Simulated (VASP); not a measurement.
# CdTe (F-43m) in VASP: notebook, part 2 of 2

VASP 6.6.1. The steps go on from the part before.

## (3) Single point, TB-mBJ

This run uses another cell than the first one: it holds 2 atoms, not 8.

POSCAR reads:

```
CdTe
1.0
    0.0000000000      3.2050000000      3.2050000000
    3.2050000000      0.0000000000      3.2050000000
    3.2050000000      3.2050000000      0.0000000000
Te Cd
1 1
Direct
    0.7500000000      0.7500000000      0.7500000000
    0.0000000000      0.0000000000      0.0000000000
```

INCAR.step1 reads:

```
SYSTEM = CdTe
ALGO     = Normal         ! electronic algorithm
EDIFF    = 1E-5           ! SCF threshold, eV
ENCUT    = 520            ! plane-wave cutoff, eV
GGA      = PE             ! functional
ISIF     = 2              ! what is computed and relaxed
ISMEAR   = 0              ! smearing method
LASPH    = .True.         ! aspherical terms in the spheres
LREAL    = .False.        ! projectors in reciprocal space
LWAVE    = .True.         ! write WAVECAR
NBANDS   = 16             ! bands
NELM     = 60             ! most SCF steps
PREC     = Accurate       ! precision mode
SIGMA    = 0.05           ! smearing width, eV
```

INCAR.step2 reads:

```
SYSTEM = CdTe
ALGO     = Normal         ! electronic algorithm
EDIFF    = 1E-7           ! SCF threshold, eV
ENCUT    = 520            ! plane-wave cutoff, eV
ISIF     = 2              ! what is computed and relaxed
ISMEAR   = 0              ! smearing method
ISTART   = 1            
LASPH    = .True.         ! aspherical terms in the spheres
LCHARG   = .True.         ! write CHGCAR
LELF     = .True.         ! ELF
LREAL    = .False.        ! projectors in reciprocal space
LVHAR    = .True.       
LWAVE    = .False.        ! write WAVECAR
METAGGA  = MBJ            ! meta-GGA
NBANDS   = 16             ! bands
NELM     = 60             ! most SCF steps
PREC     = Accurate       ! precision mode
SIGMA    = 0.05           ! smearing width, eV
```

KPOINTS reads:

```
k-points
0
Gamma
  7 7 7
  0 0 0
```

Potentials or basis: VASP PAW PBE potentials, release 54 (Te, Cd).

Started as:

```console
cat potpaw_PBE.54/Te/POTCAR potpaw_PBE.54/Cd/POTCAR > POTCAR
cp INCAR.step1 INCAR
mpirun -np 1 vasp_std > vasp.out
cp INCAR.step2 INCAR
mpirun -np 1 vasp_std > vasp.out
```

OUTCAR:

```text
SYSTEM = CdTe
   EDIFF = 1E-7
   ENCUT = 520
   ISIF = 2
   ISMEAR = 0
   ISTART = 1
   LASPH = .True.
   LREAL = .False.
   METAGGA = MBJ
   NELM = 60
   PREC = Accurate

 ion  position               nearest neighbor table
   1  0.750  0.750  0.750-   2 2.78   2 2.78   2 2.78   2 2.78
   2  0.000  0.000  0.000-   1 2.78   1 2.78   1 2.78   1 2.78

  LATTYP: Found a face centered cubic cell.
 ALAT       =     6.4100000000

  Lattice vectors:

 A1 = (   0.0000000000,   3.2050000000,   3.2050000000)
 A2 = (   3.2050000000,   0.0000000000,   3.2050000000)
 A3 = (   3.2050000000,   3.2050000000,   0.0000000000)

Analysis of symmetry for initial positions (statically):
=====================================================================
 Subroutine PRICEL returns:
 Original cell was already a primitive cell.

 Routine SETGRP: Setting up the symmetry group for a
 face centered cubic supercell.

 Subroutine GETGRP returns: Found 24 space group operations
 (whereof 24 operations were pure point group operations)
[... 157 lines left out ...]
  free energy    TOTEN  =       593.44756092 eV

  energy without entropy =      593.44756092  energy(sigma->0) =      593.44756092

 E-fermi :   2.9901     XC(G=0):  -7.6878

 val. band max:        2.7343193589   @ k =   0.0000   0.0000   0.0000
 cond. band min:       4.6494046784   @ k =   0.0000   0.0000   0.0000
 fundamental gap:      1.9150853195
 Fermi energy:         2.9900588560

 k-point     1 :       0.0000    0.0000    0.0000
  band No.  band energies     occupation
      1      -8.3553      2.00000
      2      -5.7013      2.00000
      3      -5.7013      2.00000
      4      -5.7011      2.00000
      5      -5.4068      2.00000
      6      -5.4068      2.00000
[... 357 lines left out ...]
      3      -5.5643      2.00000
      4      -5.4409      2.00000
      5      -5.4019      2.00000
      6      -4.7825      2.00000
[... 8 lines left out ...]
     15      13.3228      0.00000
     16      15.3684      0.00000

------------------------ aborting loop because EDIFF is reached ----------------------------------------

  FORCE on cell =-STRESS in cart. coord.  units (eV):
  Direction    XX          YY          ZZ          XY          YZ          ZX
  --------------------------------------------------------------------------------------
  -------------------------------------------------------------------------------------
  Total      -14.3022895    -14.3022895    -14.3022895      0.0000000     -0.0000000     -0.0000000
  in kB     -348.0182759   -348.0182759   -348.0182759      0.0000000     -0.0000000     -0.0000000
  external PRESSURE =    -348.0182759 kB  Pullay stress =       0.0000000 kB

 VOLUME and BASIS-vectors are now :
 -----------------------------------------------------------------------------
  energy-cutoff  :      520.00
  volume of cell :       65.84
      direct lattice vectors                 reciprocal lattice vectors
     0.000000000  3.205000000  3.205000000    -0.156006240  0.156006240  0.156006240
     3.205000000  0.000000000  3.205000000     0.156006240 -0.156006240  0.156006240
     3.205000000  3.205000000  0.000000000     0.156006240  0.156006240 -0.156006240

 POSITION                                       TOTAL-FORCE (eV/Angst)
 -----------------------------------------------------------------------------------
      4.80750      4.80750      4.80750        -0.000000     -0.000000     -0.000000
      0.00000      0.00000      0.00000         0.000000      0.000000      0.000000
 -----------------------------------------------------------------------------------
    total drift:                               -0.000014     -0.000014     -0.000015

  FREE ENERGIE OF THE ION-ELECTRON SYSTEM (eV)
  ---------------------------------------------------
  free  energy   TOTEN  =       593.4475609203 eV

  energy  without entropy=      593.4475609203  energy(sigma->0) =      593.44756092
```

OUTCAR.step1:

```text
SYSTEM = CdTe
   EDIFF = 1E-5
   ENCUT = 520
   GGA = PE
   ISIF = 2
   ISMEAR = 0
[... 597 lines left out ...]
      4.80750      4.80750      4.80750        -0.000000     -0.000000      0.000000
      0.00000      0.00000      0.00000         0.000000      0.000000     -0.000000
 -----------------------------------------------------------------------------------
    total drift:                                0.000000      0.000000      0.000000

  FREE ENERGIE OF THE ION-ELECTRON SYSTEM (eV)
  ---------------------------------------------------
  free  energy   TOTEN  =        -4.7252516941 eV

  energy  without entropy=       -4.7252516941  energy(sigma->0) =       -4.72525169
```

OSZICAR.step1:

```text
N       E                     dE             d eps       ncg     rms          rms(c)
DAV:   1     0.101386879540E+03    0.10139E+03   -0.82818E+03   640   0.978E+02
DAV:   2    -0.120705886987E+01   -0.10259E+03   -0.97347E+02   760   0.238E+02
DAV:   3    -0.491755819196E+01   -0.37105E+01   -0.37042E+01   792   0.471E+01
DAV:   4    -0.495332668707E+01   -0.35768E-01   -0.35766E-01   952   0.395E+00
DAV:   5    -0.495340755717E+01   -0.80870E-04   -0.80870E-04   840   0.184E-01    0.603E+00
DAV:   6    -0.473989901450E+01    0.21351E+00   -0.36822E-01   744   0.754E+00    0.485E+00
DAV:   7    -0.472403009875E+01    0.15869E-01   -0.11294E-01   760   0.220E+00    0.180E+00
DAV:   8    -0.472485585253E+01   -0.82575E-03   -0.11478E-02   720   0.124E+00    0.495E-01
DAV:   9    -0.472515873709E+01   -0.30288E-03   -0.95537E-04   800   0.336E-01    0.120E-01
DAV:  10    -0.472521566637E+01   -0.56929E-04   -0.11368E-04   808   0.102E-01    0.563E-02
DAV:  11    -0.472525269054E+01   -0.37024E-04   -0.71835E-05   712   0.591E-02    0.336E-02
DAV:  12    -0.472525169409E+01    0.99645E-06   -0.27993E-06   576   0.160E-02
   1 F= -.47252517E+01 E0= -.47252517E+01  d E =-.144125E-15
```

Wall time 68 s (1 thread of AMD EPYC 9R45 (Zen 5), shared host); peak memory 0.19 GiB.

What came out:

* Band gap on the k mesh: 1.92 eV, direct

Caveat: the PAW data sets were made with another functional, which shifts forces and pressure a little; spin-orbit coupling is left out, which moves the levels of the heavy elements.

## (4) Equation of state, r2SCAN, 30.95 Å³/atom (volume scaled by 0.94)

INCAR reads:

```
ALGO = Normal
EDIFF = 1E-7
ENCUT = 520
ISIF = 2
ISMEAR = -1
LASPH = T
LCHARG = F
LMIXTAU = T
LREAL = F
LWAVE = F
METAGGA = R2SCAN
NELM = 80
PREC = Accurate
SIGMA = 0.05
```

KPOINTS reads:

```
k-points
0
Gamma
  7 7 7
```

POSCAR reads:

```
CdTe
1.0
    0.0000000000      3.1395734784      3.1395734784
    3.1395734784      0.0000000000      3.1395734784
    3.1395734784      3.1395734784      0.0000000000
Te Cd
1 1
Direct
    0.7500000000      0.7500000000      0.7500000000
    0.0000000000      0.0000000000      0.0000000000
```

Potentials or basis: VASP PAW PBE potentials, release 64 (Te, Cd).

Started as:

```console
cat potpaw_PBE.64/Te/POTCAR potpaw_PBE.64/Cd/POTCAR > POTCAR
mpirun -np 1 vasp_std > vasp.out
```

It took 2.5 min on 1 thread of Intel Xeon Platinum 8375C at 2.90GHz (Ice Lake), shared host; peak memory 0.21 GiB.

The run converged. Its results:

- Free energy: -46.4678 eV
- Pressure: 7.3 GPa
- Band gap on the k mesh: 1.59 eV, direct

Caveat: the PAW data sets were made with another functional, which shifts forces and pressure a little; spin-orbit coupling is left out, which moves the levels of the heavy elements.

## (5) Equation of state, r2SCAN, 31.60 Å³/atom (volume scaled by 0.96)

INCAR reads:

```
PREC = Accurate ; ENCUT = 520
EDIFF = 1E-6 ; ISMEAR = -1
SIGMA = 0.05 ; LREAL = False
LASPH = True ; NELM = 60
ALGO = Normal ; ISIF = 2
LWAVE = False ; LCHARG = False
METAGGA = R2SCAN ; LMIXTAU = True
```

KPOINTS reads:

```
Automatic mesh
0
Gamma
  7 7 7
```

POSCAR reads:

```
CdTe
1.0
    0.0000000000      3.1616838793      3.1616838793
    3.1616838793      0.0000000000      3.1616838793
    3.1616838793      3.1616838793      0.0000000000
Te Cd
1 1
Direct
    0.7500000000      0.7500000000      0.7500000000
    0.0000000000      0.0000000000      0.0000000000
```

Started as:

```console
cat potpaw_PBE.64/Te/POTCAR potpaw_PBE.64/Cd/POTCAR > POTCAR
mpirun -np 1 vasp_std > vasp.out
```

Run time: 2.3 min. Hardware: 1 thread of Intel Xeon Platinum 8375C at 2.90GHz (Ice Lake), shared host; peak memory 0.21 GiB.

Results (log left out):

| Item | Value |
| --- | --- |
| Free energy | -46.5216 eV |
| Pressure | 5.8 GPa |
| Band gap on the k mesh | 1.52 eV, direct |

Caveat: the PAW data sets were made with another functional, which shifts forces and pressure a little; spin-orbit coupling is left out, which moves the levels of the heavy elements.

## (6) Equation of state, r2SCAN, 32.26 Å³/atom (volume scaled by 0.98)

INCAR reads:

```
ALGO     = Normal         # electronic algorithm
EDIFF    = 1E-6           # SCF threshold, eV
ENCUT    = 520            # plane-wave cutoff, eV
ISIF     = 2              # what is computed and relaxed
ISMEAR   = -1             # smearing method
LASPH    = True           # aspherical terms in the spheres
LCHARG   = False          # write CHGCAR
LMIXTAU  = True         
LREAL    = False          # projectors in reciprocal space
LWAVE    = False          # write WAVECAR
METAGGA  = R2SCAN         # meta-GGA
NELM     = 80             # most SCF steps
PREC     = Accurate       # precision mode
SIGMA    = 0.05           # smearing width, eV
```

KPOINTS reads:

```
k-points
0
Gamma
  7 7 7
```

POSCAR reads:

```
CdTe
1.0
    0.0000000000      3.1834892848      3.1834892848
    3.1834892848      0.0000000000      3.1834892848
    3.1834892848      3.1834892848      0.0000000000
Te Cd
1 1
Direct
    0.7500000000      0.7500000000      0.7500000000
    0.0000000000      0.0000000000      0.0000000000
```

Potentials or basis: VASP PAW PBE potentials, release 64 (Te, Cd).

Started as:

```console
cat potpaw_PBE.64/Te/POTCAR potpaw_PBE.64/Cd/POTCAR > POTCAR
mpirun -np 1 vasp_std > vasp.out
```

Wall time 2.5 min (1 thread of Intel Xeon Platinum 8375C at 2.90GHz (Ice Lake), shared host); peak memory 0.21 GiB.

The run converged. Its results:

- Free energy: -46.5642 eV
- Pressure: 4.5 GPa
- Band gap on the k mesh: 1.45 eV, direct

Caveat: the PAW data sets were made with another functional, which shifts forces and pressure a little; spin-orbit coupling is left out, which moves the levels of the heavy elements.

## (7) Equation of state, r2SCAN, 33.58 Å³/atom (volume scaled by 1.02)

INCAR reads:

```
SYSTEM = CdTe
PREC = Accurate ; ENCUT = 520
EDIFF = 1E-6 ; ISMEAR = -1
SIGMA = 0.05 ; LREAL = .False.
LASPH = .True. ; NELM = 60
ALGO = Normal ; ISIF = 2
LWAVE = .False. ; LCHARG = .False.
METAGGA = R2SCAN ; LMIXTAU = .True.
```

KPOINTS reads:

```
Automatic mesh
0
Gamma
  7 7 7
  0 0 0
```

POSCAR reads:

```
CdTe
1.0
    0.0000000000      3.2262257841      3.2262257841
    3.2262257841      0.0000000000      3.2262257841
    3.2262257841      3.2262257841      0.0000000000
Te Cd
1 1
Direct
    0.7500000000      0.7500000000      0.7500000000
    0.0000000000      0.0000000000      0.0000000000
```

Started as:

```console
cat potpaw_PBE.64/Te/POTCAR potpaw_PBE.64/Cd/POTCAR > POTCAR
mpirun -np 1 vasp_std > vasp.out
```

Run time: 86 s. Hardware: 1 thread of Intel Xeon Platinum 8375C at 2.90GHz (Ice Lake), shared host; peak memory 0.22 GiB.

The run converged. Its results:

- Free energy: -46.6199 eV
- Pressure: 2.3 GPa
- Band gap on the k mesh: 1.32 eV, direct

Caveat: the PAW data sets were made with another functional, which shifts forces and pressure a little; spin-orbit coupling is left out, which moves the levels of the heavy elements.

## (8) Equation of state, r2SCAN, 34.24 Å³/atom (volume scaled by 1.04)

INCAR reads:

```
SYSTEM = CdTe
PREC = Accurate
ENCUT = 520
EDIFF = 1E-7
ISMEAR = -1
SIGMA = 0.05
LREAL = .FALSE.
LASPH = .TRUE.
NELM = 100
ALGO = Normal
ISIF = 2
LWAVE = .FALSE.
LCHARG = .FALSE.
METAGGA = R2SCAN
LMIXTAU = .TRUE.
```

KPOINTS reads:

```
regular mesh
0
G
  7 7 7
  0 0 0
```

POSCAR reads:

```
CdTe
1.0
    0.0000000000      3.2471758892      3.2471758892
    3.2471758892      0.0000000000      3.2471758892
    3.2471758892      3.2471758892      0.0000000000
Te Cd
1 1
Direct
    0.7500000000      0.7500000000      0.7500000000
    0.0000000000      0.0000000000      0.0000000000
```

Started as:

```console
cat potpaw_PBE.64/Te/POTCAR potpaw_PBE.64/Cd/POTCAR > POTCAR
mpirun -np 1 vasp_std > vasp.out
```

It took 98 s on 1 thread of Intel Xeon Platinum 8375C at 2.90GHz (Ice Lake), shared host; peak memory 0.22 GiB.

The run converged. Its results:

| Property | Result |
| --- | --- |
| Free energy | -46.6351 eV |
| Pressure | 1.4 GPa |
| Band gap on the k mesh | 1.25 eV, direct |

Caveat: the PAW data sets were made with another functional, which shifts forces and pressure a little; spin-orbit coupling is left out, which moves the levels of the heavy elements.

## (9) Equation of state, r2SCAN, 34.90 Å³/atom (volume scaled by 1.06)

INCAR reads:

```
PREC = Accurate ; ENCUT = 520
EDIFF = 1E-6 ; ISMEAR = -1
SIGMA = 0.05 ; LREAL = F
LASPH = T ; NELM = 80
ALGO = Normal ; ISIF = 2
LWAVE = F ; LCHARG = F
METAGGA = R2SCAN ; LMIXTAU = T
```

KPOINTS reads:

```
Automatic mesh
0
Gamma
  7 7 7
```

POSCAR reads:

```
CdTe
1.0
    0.0000000000      3.2678590959      3.2678590959
    3.2678590959      0.0000000000      3.2678590959
    3.2678590959      3.2678590959      0.0000000000
Te Cd
1 1
Direct
    0.7500000000      0.7500000000      0.7500000000
    0.0000000000      0.0000000000      0.0000000000
```

Potentials or basis: VASP PAW PBE potentials, release 64 (Te, Cd).

Started as:

```console
cat potpaw_PBE.64/Te/POTCAR potpaw_PBE.64/Cd/POTCAR > POTCAR
mpirun -np 1 vasp_std > vasp.out
```

Run time: 2.1 min. Hardware: 1 thread of Intel Xeon Platinum 8375C at 2.90GHz (Ice Lake), shared host; peak memory 0.22 GiB.

The run converged. Its results:

```yaml
Free_energy: -46.6429 eV
Pressure: 0.5 GPa
Band_gap_on_the_k_mesh: 1.19 eV, direct
```

Caveat: the PAW data sets were made with another functional, which shifts forces and pressure a little; spin-orbit coupling is left out, which moves the levels of the heavy elements.

## (10) Equation of state, r2SCAN

Potentials or basis: VASP PAW PBE potentials, release 64 (Te, Cd).

This step only gathers the single runs of the series.

Results:

| Item | Value |
| --- | --- |
| Equilibrium volume | 35.35 Å³/atom (rough: see the caveat) |
| Bulk modulus | 40 GPa (rough) |

Energy against volume, from the lowest point:
```tsv
volume (Å³/atom)	energy (meV/atom)
30.947	87.55
31.605	60.62
32.263	39.33
32.922	23.12
33.580	11.46
34.239	3.89
34.897	0.00
```

Caveat: the minimum lies outside the volumes run; the PAW data sets were made with another functional, which shifts forces and pressure a little.

## (11) Against experiment

Step 3. A measured gap of CdTe is 1.607 eV (0 K; a printed reference work, data compilation); the calculated 1.92 eV misses it by +0.31 eV. Spin-orbit coupling on Cd, Te is left out. The value is that of TB-mBJ, without temperature or zero-point motion.
